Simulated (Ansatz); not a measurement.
Ir:

```
Ir
1.0
     2.75138    0.00000    0.00000
    -1.37569    2.38276    0.00000
     0.00000    0.00000    4.46229
Ir
2
Cartesian
  0.0000 1.5885 1.1156
  1.3757 0.7943 3.3467
```

This isn't the form of Ir at room conditions, which is fcc.

```yaml
Program: Ansatz 0.2.0
Task: relaxation of cell and atoms
Functional: HSE06
Potentials_or_basis: Ansatz PAW
Cutoff: "420 eV (not typed: the program's choice for these potentials)"
k_mesh: 6 × 6 × 3
Occupations: fermi-dirac, width 0.05 eV
Spin: no spin polarisation
```

At the start: volume 14.63 Å³/atom.

Problem. How do energy, volume and symmetry change on relaxing?

Solution. It ends after 6 steps and the volume is 14.04 Å³/atom (-4.0 %); space group P6_3/mmc (No. 194, to 0.05 Å).

Step by step:
```
step  energy change (eV)  largest force (eV/Å)  volume (Å³)
   1              0.0000                0.0000        29.25
   2             -0.0266                0.0000        27.00
   3             -0.0827                0.0000        28.19
   4             -0.0834                0.0000        28.08
   5             -0.0834                0.0000        28.07
   6             -0.0827                0.0000        28.07
```

Final structure:
```cif
data_structure
_symmetry_space_group_name_H-M 'P 1'
_symmetry_Int_Tables_number 1
_cell_length_a 2.7388
_cell_length_b 2.7388
_cell_length_c 4.3214
_cell_angle_alpha 90.000
_cell_angle_beta 90.000
_cell_angle_gamma 120.000
_cell_volume 28.07
loop_
_atom_site_label
_atom_site_type_symbol
_atom_site_fract_x
_atom_site_fract_y
_atom_site_fract_z
_atom_site_occupancy
Ir1 Ir 0.33333 0.66667 0.25000 1
Ir2 Ir 0.66667 0.33333 0.75000 1
```

Caveat: the k mesh is coarse (spacing up to 0.47 Å⁻¹), so the values aren't converged, least of all with exact exchange; the plane-wave basis is chosen anew once the cell has moved, so the energies of steps on either side of that aren't comparable; the PAW data sets come from PBE, with cores solved anew for the run's functional, which leaves a small shift of forces and pressure.
